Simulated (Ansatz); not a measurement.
AlN in the zincblende structure, relaxed with r2SCAN in the plane-wave code Ansatz. It is cubic, F-43m (No. 216); a = 4.370 Å in the conventional setting, 10.43 Å³ an atom. Al has 4 N at 1.89 Å; N has 4 Al at 1.89 Å.

The axes x, y and z are those of this cell:
```yaml
crystal:
  lattice:
    - [0.00000, 2.18488, 2.18488]
    - [2.18488, 0.00000, 2.18488]
    - [2.18488, 2.18488, 0.00000]
  atoms:
    - { symbol: Al, position: [0.00000, 0.00000, 0.00000] }
    - { symbol: N, position: [0.25000, 0.25000, 0.25000] }
```

Unstrained: PBE gives an indirect gap of 3.325 eV, from Γ to X; the least direct gap is 4.176 eV at Γ. The r2SCAN gap is indirect, 3.941 eV (Γ to X), below the direct gap of 4.842 eV at Γ. The HSE06 gap is indirect, 4.552 eV (Γ to X), below the direct gap of 5.547 eV at Γ. Meshes: PBE 10×10×10, r2SCAN 10×10×10, HSE06 8×8×8. Strains are changes of length per length, and xy shears are angles. After each strain the atoms were relaxed again with r2SCAN within the symmetry that the strain leaves, so tilts or polar shifts that break it weren't tested; points keep the names that they have in the unstrained zone. Spin-unpolarised throughout; all numbers are computed.

**Question.** Apply xy shear, engineering strain (angle) -1.5 %. How far does the gap move, against the unstrained cell?

**Answer.** PBE: the gap goes from 3.325 to 3.256 eV (-0.069 eV); with r2SCAN the top three valence levels at Γ, degenerate before, become 1+1+1 from the top over 129 meV. r2SCAN: the gap goes from 3.941 to 3.869 eV (-0.072 eV). HSE06: the gap goes from 4.552 to 4.484 eV (-0.068 eV). The r2SCAN energy rises by 1.4 meV an atom.

**Question.** One strain changed the r2SCAN stress by xx -7.62, yy -3.69, zz -3.69 GPa (compression positive) and the gap by -0.084 eV (PBE), -0.093 eV (r2SCAN), -0.097 eV (HSE06). Which kind of strain was it, and roughly how large?

**Answer.** Uniaxial +2.5 % along x, other directions held. The pattern of the stress gives the kind; the size needs the stiffness, so it is an estimate.

**Question.** Apply isotropic -3.0 % on every length. How far does the gap move, against the unstrained cell?

**Answer.** PBE: the gap goes from 3.325 to 3.368 eV (+0.043 eV). r2SCAN: the gap goes from 3.941 to 4.010 eV (+0.069 eV). HSE06: the gap goes from 4.552 to 4.637 eV (+0.085 eV). The r2SCAN energy rises by 60.5 meV an atom.

**Question.** Apply uniaxial +1.5 % along z, other directions held. How far does the gap move, against the unstrained cell?

**Answer.** PBE: the gap goes from 3.325 to 3.274 eV (-0.051 eV); with r2SCAN the top three valence levels at Γ, degenerate before, become 2+1 from the top over 65 meV. r2SCAN: the gap goes from 3.941 to 3.885 eV (-0.056 eV). HSE06: the gap goes from 4.552 to 4.493 eV (-0.059 eV). The r2SCAN energy rises by 2.2 meV an atom.

**Question.** Estimate what uniaxial +4.0 % along [111], other directions held does to the gap.

**Answer.** PBE: the gap goes from 3.325 to 3.176 eV (-0.149 eV); with r2SCAN the top three valence levels at Γ, degenerate before, become 2+1 from the top over 311 meV. r2SCAN: the gap goes from 3.941 to 3.776 eV (-0.165 eV). HSE06: the gap goes from 4.552 to 4.386 eV (-0.166 eV). The r2SCAN energy rises by 23.4 meV an atom.

The meshes of the hybrids are coarse, so their gaps aren't converged to the digits shown.

The splittings at Γ are without spin-orbit coupling, which regroups them where it is of like size or larger.
